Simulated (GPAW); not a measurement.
## Nb in GPAW: convergence with grid spacing (A)

Nb:

```
Nb
1.0
    -1.66395    1.66395    1.66395
     1.66395   -1.66395    1.66395
     1.66395    1.66395   -1.66395
Nb
1
Direct
  0.00000 0.00000 0.00000
```

* Program: GPAW 26.7.0
* Task: convergence study
* Functional: r2SCAN
* Potentials or basis: GPAW PAW data sets (gpaw-data 1.2.1)
* Basis: fd
* Grid spacing: 0.26 Å
* k mesh: 11 × 11 × 11
* Occupations: fermi-dirac, width 0.05 eV
* Spin: no spin polarisation

These are the settings of the first run; the series varies grid spacing (A), with any setting tied to it.

Hardware: 1 thread of Arm Neoverse V1 (shared host).

```tsv
grid spacing (A)	energy less the tightest run, at zero smearing (meV/atom)	SCF cycles	CPU time (s)	peak memory (GiB)
0.26	-532.35	10	15	0.23
0.23	-54.21	10	35	0.28
0.2	-54.21	10	35	0.28
0.18	-54.21	10	35	0.28
0.16	-7.95	10	71	0.38
0.14	-7.95	10	72	0.38
0.12	0.00	11	140	0.54
```

Not settled before the last step: the energy (to 1 meV/atom). The tightest run that finished is the yardstick and may itself not be fully converged.
